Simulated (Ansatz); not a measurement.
Here is an Ansatz 0.2.0 calculation.

Contents of input.yaml:

```yaml
crystal:
  lattice:
    - [0.0, 2.024805, 2.024805]
    - [2.024805, 0.0, 2.024805]
    - [2.024805, 2.024805, 0.0]
  atoms:
    - { symbol: Al, position: [0.0, 0.0, 0.0] }
hamiltonian:
  xc: r2scan
  pseudopotentials: { kind: nc, accuracy: standard }
kpoints:
  mp_grid: { grid: [11, 11, 11] }
scf:
  occupations: { method: methfessel_paxton, width: 0.05 }
  n_extra_bands: 6
output:
  forces: true
  stress: true
  eigenvalues: true
  dos: { projected: false, de: 0.05, nscf_kmesh: { grid: [17, 17, 17] } }
  write_density: true
  write_potential: true
  elf: true
  volumetric_format: npy
```

Potentials or basis: PseudoDojo standard (PBE files).

Launch:

```bash
$ ansatz run input.yaml --threads 1 --pin off --max-ram 2560MiB --backend cpu --events-out ev --progress --plain --runs-dir out
```

Task: Estimate the band gap on the k mesh.

Result: None (metal or under the smearing width).

Task: What does it give for the density of states at the Fermi level?

Result: 0.33 states/eV per cell.

Task: Estimate the pressure.

Result: -1.5 GPa.

States per cell in windows of 1 eV (zero at the Fermi level; states under -8 eV left out):
```csv
from (eV),total
-8.0,0.23
-7.0,0.26
-6.0,0.29
-5.0,0.29
-4.0,0.35
-3.0,0.33
-2.0,0.34
-1.0,0.36
0.0,0.40
1.0,0.40
2.0,0.43
3.0,0.44
4.0,0.47
5.0,0.53
6.0,0.53
7.0,0.49
```

Caveat: the meta-GGA runs on potentials made for a GGA; the potentials were made for another functional, which shifts forces and pressure.
